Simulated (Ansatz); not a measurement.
# ZrB2: pressure against volume, part 2 of 2

Aim: scale the cell of ZrB2 up and down at fixed shape and fractional positions, and get the equilibrium volume and bulk modulus with LAPW, PAW and all-electron datasets made for the crystal.

Ansatz 0.2.0; DFT LDA; a database cell (COD). «Crystal datasets» are all-electron PAW datasets made for this crystal. Earlier steps stand in the parts before.

### Step 9. Volume × 1.02, PAW

Input file input.yaml:

```yaml
crystal:
  lattice:
    - [3.1859607001, 0.0, 0.0]
    - [-1.5929803501, 2.7591229018, 0.0]
    - [0.0, 0.0, 3.5433119376]
  atoms:
    - { symbol: Zr, position: [0.0, 0.0, 0.0] }
    - { symbol: B, position: [0.3333333333, 0.6666666667, 0.5] }
    - { symbol: B, position: [0.6666666667, 0.3333333333, 0.5] }
kpoints:
  mp_grid: { grid: [13, 13, 10] }
scf:
  occupations: { method: fermi_dirac, width: 0.03 }
hamiltonian:
  xc: lda
  pseudopotentials: { kind: paw }
output:
  forces: true
  stress: true
  eigenvalues: true
  efg: { contact_densities: true }
```

Command:

```console
ansatz run input.yaml --threads 1 --pin off --max-ram 4096MiB --backend cpu --events-out ev --progress --plain --runs-dir out
```

The log of the run, shortened:

```text
Zr: output.efg is read without spin–orbit coupling, which moves field gradients at and beside such atoms by some per cent and up to a factor of two; PAW files take it under magnetization.noncollinear and magnetization.spin_orbit
[...]
Pseudopotentials: kind: paw
Pseudopotential: Zr, paw, valence charge 12, recommended cutoff 420 eV (normal)
Pseudopotential: B, paw, valence charge 3, recommended cutoff 420 eV (normal)
Functional definition: SPW92
[...]
Crystal: 3 atoms, lattice volume = 31.147 Å³
Basis set: ecut = 420 eV, 575 PW (Γ)
Bands: 13, of which v1, the nominal top of the filled ones, is band 9 counted from 1 (8 counted from 0)
Symmetry: 24 space group operations
Space group: P6/mmm (ITA 191), of the structure as read, at distance tolerance 3.1e-5 Å
k-points: 126 of 1690
[...]
--- Stress (GPa, compression-positive) ---
      -12.211427      -0.000000      -0.000000
       -0.000000     -12.211427      -0.000000
       -0.000000      -0.000000     -10.638473
  P = ⅓ Tr σ = -11.6871 GPa (-116.871 kbar)
--- PAW observables at the nuclei: V_zz in 10²¹ V/m², potentials from the cell's mean, atoms counted from 1 ---
  atom   1  Zr V_zz =    +4.666770   η = 0.0000   by run symmetry: allowed
            electrostatic potential = -5930.143800 V   contact ρ = 488369.156580 e/Å³
  atom   2  B  V_zz =    +0.052184   η = 0.0000   by run symmetry: allowed
            electrostatic potential = -332.478017 V   contact ρ = 475.364178 e/Å³
  atom   3  B  V_zz =    +0.052184   η = 0.0000   by run symmetry: allowed
            electrostatic potential = -332.478017 V   contact ρ = 475.364178 e/Å³
--- Band table (eV; the first three rows and the last of 126) ---
  k-point 0: bands = ["-33.2163", "-11.4486", "-10.9097", "-10.9097", "2.8020", "12.7047", "12.7047", "12.7573", "13.0276", "18.6267", "18.6267", "19.4104", "19.4104"]
[...]
```

Run time: 4.4 s. Hardware: 1 thread of Arm Neoverse V2, shared host; peak memory 0.37 GiB.

Result: pressure -11.69 GPa; no gap; Vzz Zr1 4.67 (η = 0.00), B2 0.05 (η = 0.00) (10²¹ V/m²).

### Step 10. Volume × 1.02, crystal datasets

Changes to input.yaml since step 9:

```diff
@@ -15,3 +15,3 @@
   xc: lda
-  pseudopotentials: { kind: paw }
+  pseudopotentials: { kind: all_electron, datasets: crystal }
 output:
```

Command:

```console
ansatz run input.yaml --threads 1 --pin off --max-ram 4096MiB --backend cpu --events-out ev --progress --plain --runs-dir out
```

The log of the run, shortened:

```text
[...]
Zr: output.efg is read without spin–orbit coupling, which moves field gradients at and beside such atoms by some per cent and up to a factor of two; PAW files take it under magnetization.noncollinear and magnetization.spin_orbit
[...]
Pseudopotentials: kind: all_electron
Pseudopotential: Zr, paw, valence charge 12, recommended cutoff 300 eV (normal), Koelling and Harmon's equation, gaussian nucleus
Pseudopotential: B, paw, valence charge 3, recommended cutoff 300 eV (normal), Koelling and Harmon's equation, gaussian nucleus
Functional definition: SPW92
[...]
Crystal: 3 atoms, lattice volume = 31.147 Å³
Basis set: ecut = 300 eV, 365 PW (Γ)
Bands: 13, of which v1, the nominal top of the filled ones, is band 9 counted from 1 (8 counted from 0)
Symmetry: 24 space group operations
Space group: P6/mmm (ITA 191), of the structure as read, at distance tolerance 3.1e-5 Å
[...]
  atom   3  B     -0.00000000     0.00000000     0.00000000
[...]
--- Stress (GPa, compression-positive) ---
      -12.235289       0.000000      -0.000000
        0.000000     -12.235289      -0.000000
       -0.000000      -0.000000     -10.600229
  P = ⅓ Tr σ = -11.6903 GPa (-116.903 kbar)
--- PAW observables at the nuclei: V_zz in 10²¹ V/m², potentials from the cell's mean, atoms counted from 1 ---
  atom   1  Zr V_zz =    +4.712800   η = 0.0000   by run symmetry: allowed
            electrostatic potential = -5926.013126 V   contact ρ = 488426.017111 e/Å³
  atom   2  B  V_zz =    +0.078633   η = 0.0000   by run symmetry: allowed
            electrostatic potential = -330.528087 V   contact ρ = 475.394479 e/Å³
  atom   3  B  V_zz =    +0.078633   η = 0.0000   by run symmetry: allowed
            electrostatic potential = -330.528087 V   contact ρ = 475.394479 e/Å³
--- Band table (eV; the first three rows and the last of 126) ---
  k-point 0: bands = ["-31.7396", "-9.9729", "-9.4352", "-9.4352", "4.2721", "14.1718", "14.1718", "14.2267", "14.4955", "20.0984", "20.0984"]
[...]
```

It took 9.9 s on 1 thread of Arm Neoverse V2, shared host; peak memory 0.47 GiB.

Result: pressure -11.69 GPa; no gap; Vzz Zr1 4.71 (η = 0.00), B2 0.08 (η = 0.00) (10²¹ V/m²).

### Step 11. Volume × 1.06, LAPW

Input file input.yaml:

```yaml
crystal:
  lattice:
    - [3.227074405, 0.0, 0.0]
    - [-1.6135372026, 2.7947284147, 0.0]
    - [0.0, 0.0, 3.5890371349]
  atoms:
    - { symbol: Zr, position: [0.0, 0.0, 0.0] }
    - { symbol: B, position: [0.3333333333, 0.6666666667, 0.5] }
    - { symbol: B, position: [0.6666666667, 0.3333333333, 0.5] }
kpoints:
  mp_grid: { grid: [13, 13, 10] }
  band_path:
    path:
      - [0.0, 0.0, 0.0]
      - [0.5, 0.0, 0.0]
      - [0.3333333333, 0.3333333333, 0.0]
      - [0.0, 0.0, 0.0]
      - [0.0, 0.0, 0.5]
      - [0.5, 0.0, 0.5]
      - [0.3333333333, 0.3333333333, 0.5]
      - [0.0, 0.0, 0.5]
      - [0.5, 0.0, 0.5]
    npoints: 5
scf:
  occupations: { method: fermi_dirac, width: 0.03 }
hamiltonian:
  xc: lda
  pseudopotentials: { kind: all_electron, lapw: { basis_error: 0.001 } }
output:
  forces: true
  stress: true
  eigenvalues: true
```

Command:

```console
ansatz run input.yaml --threads 1 --pin off --max-ram 4096MiB --backend cpu --events-out ev --progress --plain --runs-dir out
```

The log of the run, shortened:

```text
LAPW: plane waves up to 8.486 Å⁻¹, error target 1.0e-3 eV per atom; small_component_spin mean_spin; B in spheres of 0.932 Å, 5 of its electrons in bands, Dirac shells []; Zr in spheres of 1.261 Å, 30 of its electrons in bands, Dirac shells []
[...]
Pseudopotentials: kind: all_electron
Pseudopotential: Zr, LAPW, valence charge 30, Koelling and Harmon's equation, gaussian nucleus
Pseudopotential: B, LAPW, valence charge 5, Koelling and Harmon's equation, gaussian nucleus
Functional definition: SPW92
[...]
Crystal: 3 atoms, lattice volume = 32.369 Å³
Basis set: ecut = 274.3902900719876 eV, 339 PW (Γ), exchange–correlation at level 2
Bands: 24, of which v1, the nominal top of the filled ones, is band 20 counted from 1 (19 counted from 0)
Symmetry: 24 space group operations
Space group: P6/mmm (ITA 191), of the structure as read, at distance tolerance 3.2e-5 Å
k-points: 126 of 1690
[...]
the basis was enlarged: its passes take 35.0 KiB over the memory plan, 1 of 1 planned eigensolver slots
[...]
SCF iter   7: F=-99164.127019 eV  HF=-99164.127019 eV  |F-HF|=5.89e-9  |Δ(HF+E_count)|=   1.47e-7  Δρ=4.73e-6  dr2=5.78e-9  ethr=5.29e-10  ⟨swp⟩=2.0  Hψ=8649  notcnv=0
[...]
NSCF: frozen V_eff on 41 k-points
SCF converged after 7 iterations
Free energy (F): -99164.127019 eV
[...]
E sigma→0 (E₀):  -99164.126416 eV
Entropy (-TS):   -0.001205 eV (-0.402 meV/atom)
Fermi energy:    16.219269 eV
[...]
--- Forces (eV/Å), atoms counted from 1 ---
  atom   1  Zr     0.00000000    -0.00000000     0.00000000
  atom   2  B     -0.00000000    -0.00000000     0.00000000
  atom   3  B      0.00000000     0.00000000     0.00000000
[...]
--- Stress (GPa, compression-positive) ---
      -20.098960       0.000000       0.000000
        0.000000     -20.098960       0.000000
        0.000000       0.000000     -17.760235
  P = ⅓ Tr σ = -19.3194 GPa (-193.194 kbar)
--- Band table (eV; the first three rows and the last of 126) ---
[... band rows left out ...]
[...]
```

Run time: 23 s. Hardware: 1 thread of Arm Neoverse V2, shared host; peak memory 0.42 GiB.

Result: pressure -19.32 GPa; no gap.

### Step 12. Volume × 1.06, PAW

Input file input.yaml:

```yaml
crystal:
  lattice:
    - [3.227074405, 0.0, 0.0]
    - [-1.6135372026, 2.7947284147, 0.0]
    - [0.0, 0.0, 3.5890371349]
  atoms:
    - { symbol: Zr, position: [0.0, 0.0, 0.0] }
    - { symbol: B, position: [0.3333333333, 0.6666666667, 0.5] }
    - { symbol: B, position: [0.6666666667, 0.3333333333, 0.5] }
kpoints:
  mp_grid: { grid: [13, 13, 10] }
scf:
  occupations: { method: fermi_dirac, width: 0.03 }
hamiltonian:
  xc: lda
  pseudopotentials: { kind: paw }
output:
  forces: true
  stress: true
  eigenvalues: true
  efg: { contact_densities: true }
```

Command:

```console
ansatz run input.yaml --threads 1 --pin off --max-ram 4096MiB --backend cpu --events-out ev --progress --plain --runs-dir out
```

The log of the run, shortened:

```text
Zr: output.efg is read without spin–orbit coupling, which moves field gradients at and beside such atoms by some per cent and up to a factor of two; PAW files take it under magnetization.noncollinear and magnetization.spin_orbit
[...]
Pseudopotentials: kind: paw
Pseudopotential: Zr, paw, valence charge 12, recommended cutoff 420 eV (normal)
Pseudopotential: B, paw, valence charge 3, recommended cutoff 420 eV (normal)
Functional definition: SPW92
[...]
Crystal: 3 atoms, lattice volume = 32.369 Å³
Basis set: ecut = 420 eV, 647 PW (Γ)
Bands: 13, of which v1, the nominal top of the filled ones, is band 9 counted from 1 (8 counted from 0)
Symmetry: 24 space group operations
Space group: P6/mmm (ITA 191), of the structure as read, at distance tolerance 3.2e-5 Å
k-points: 126 of 1690
[...]
--- Stress (GPa, compression-positive) ---
      -20.078322       0.000000       0.000000
        0.000000     -20.078322       0.000000
        0.000000       0.000000     -17.793475
  P = ⅓ Tr σ = -19.3167 GPa (-193.167 kbar)
--- PAW observables at the nuclei: V_zz in 10²¹ V/m², potentials from the cell's mean, atoms counted from 1 ---
  atom   1  Zr V_zz =    +4.602060   η = 0.0000   by run symmetry: allowed
            electrostatic potential = -5929.225980 V   contact ρ = 488368.374054 e/Å³
  atom   2  B  V_zz =    +0.057024   η = 0.0000   by run symmetry: allowed
            electrostatic potential = -331.593576 V   contact ρ = 475.321131 e/Å³
  atom   3  B  V_zz =    +0.057024   η = 0.0000   by run symmetry: allowed
            electrostatic potential = -331.593576 V   contact ρ = 475.321131 e/Å³
--- Band table (eV; the first three rows and the last of 126) ---
  k-point 0: bands = ["-33.9559", "-12.1647", "-11.6787", "-11.6787", "2.3687", "12.1656", "12.1656", "12.2273", "12.4026", "17.8411", "17.8411", "18.6075", "18.6075"]
[...]
```

It took 3.8 s on 1 thread of Arm Neoverse V2, shared host; peak memory 0.36 GiB.

Read from it: pressure -19.32 GPa; no gap; Vzz Zr1 4.60 (η = 0.00), B2 0.06 (η = 0.00) (10²¹ V/m²).

### Step 13. Volume × 1.06, crystal datasets

Changes to input.yaml since step 12:

```diff
@@ -15,3 +15,3 @@
   xc: lda
-  pseudopotentials: { kind: paw }
+  pseudopotentials: { kind: all_electron, datasets: crystal }
 output:
```

Command:

```console
ansatz run input.yaml --threads 1 --pin off --max-ram 4096MiB --backend cpu --events-out ev --progress --plain --runs-dir out
```

The log of the run, shortened:

```text
[...]
Zr: output.efg is read without spin–orbit coupling, which moves field gradients at and beside such atoms by some per cent and up to a factor of two; PAW files take it under magnetization.noncollinear and magnetization.spin_orbit
[...]
Pseudopotentials: kind: all_electron
Pseudopotential: Zr, paw, valence charge 12, recommended cutoff 300 eV (normal), Koelling and Harmon's equation, gaussian nucleus
Pseudopotential: B, paw, valence charge 3, recommended cutoff 300 eV (normal), Koelling and Harmon's equation, gaussian nucleus
Functional definition: SPW92
[...]
Crystal: 3 atoms, lattice volume = 32.369 Å³
Basis set: ecut = 300 eV, 389 PW (Γ)
Bands: 13, of which v1, the nominal top of the filled ones, is band 9 counted from 1 (8 counted from 0)
Symmetry: 24 space group operations
Space group: P6/mmm (ITA 191), of the structure as read, at distance tolerance 3.2e-5 Å
[...]
  atom   3  B      0.00000000     0.00000000     0.00000000
[...]
--- Stress (GPa, compression-positive) ---
      -20.098851       0.000000       0.000000
        0.000000     -20.098851       0.000000
        0.000000       0.000000     -17.760510
  P = ⅓ Tr σ = -19.3194 GPa (-193.194 kbar)
--- PAW observables at the nuclei: V_zz in 10²¹ V/m², potentials from the cell's mean, atoms counted from 1 ---
  atom   1  Zr V_zz =    +4.649958   η = 0.0000   by run symmetry: allowed
            electrostatic potential = -5925.120282 V   contact ρ = 488425.254618 e/Å³
  atom   2  B  V_zz =    +0.081493   η = 0.0000   by run symmetry: allowed
            electrostatic potential = -329.665189 V   contact ρ = 475.351644 e/Å³
  atom   3  B  V_zz =    +0.081493   η = 0.0000   by run symmetry: allowed
            electrostatic potential = -329.665189 V   contact ρ = 475.351644 e/Å³
--- Band table (eV; the first three rows and the last of 126) ---
  k-point 0: bands = ["-32.5340", "-10.7439", "-10.2590", "-10.2590", "3.7837", "13.5781", "13.5781", "13.6417", "13.8158", "19.2576", "19.2576"]
[...]
```

Run time: 10 s. Hardware: 1 thread of Arm Neoverse V2, shared host; peak memory 0.48 GiB.

Result: pressure -19.32 GPa; no gap; Vzz Zr1 4.65 (η = 0.00), B2 0.08 (η = 0.00) (10²¹ V/m²).

### Step 14. The equation of state

| method | volume (Å³/atom) | F above the lowest (meV/atom) | pressure (GPa) | Vzz Zr1 (10²¹ V/m²) | Vzz B2 (10²¹ V/m²) |
| --- | --- | --- | --- | --- | --- |
| LAPW | 9.772 | 0.0 | 3.06 | – | – |
| LAPW | 10.077 | 1.9 | -4.87 | – | – |
| LAPW | 10.382 | 17.9 | -11.69 | – | – |
| LAPW | 10.790 | 57.6 | -19.32 | – | – |
| PAW | 9.772 | 0.0 | 3.05 | 4.75 | 0.04 |
| PAW | 10.077 | 1.9 | -4.87 | 4.71 | 0.05 |
| PAW | 10.382 | 17.9 | -11.69 | 4.67 | 0.05 |
| PAW | 10.790 | 57.6 | -19.32 | 4.60 | 0.06 |
| crystal datasets | 9.772 | – | 3.06 | 4.79 | 0.07 |
| crystal datasets | 10.077 | – | -4.87 | 4.75 | 0.08 |
| crystal datasets | 10.382 | – | -11.69 | 4.71 | 0.08 |
| crystal datasets | 10.790 | – | -19.32 | 4.65 | 0.08 |

### Step 15. What came out

This closing draws on all 2 parts.

| quantity | value |
| --- | --- |
| equilibrium volume (LAPW) | 9.884 Å³/atom |
| bulk modulus (LAPW) | 262 GPa |
| its pressure derivative (LAPW) | 3.9 |
| equilibrium volume (PAW) | 9.884 Å³/atom |
| bulk modulus (PAW) | 261 GPa |
| its pressure derivative (PAW) | 3.9 |
| equilibrium volume (crystal datasets) | 9.884 Å³/atom |
| bulk modulus (crystal datasets) | 262 GPa |
| its pressure derivative (crystal datasets) | 3.9 |

**Reading.** A third-order Birch-Murnaghan fit to the LAPW pressures puts zero pressure at 9.88 Å³/atom, -2.9 % from the given cell, with a bulk modulus of 262 GPa. Shape and positions are held, so a fully relaxed modulus can be lower. PAW's volume lies less than 0.01 % and its modulus less than 0.1 % from LAPW's. No thermal or zero-point expansion is included.
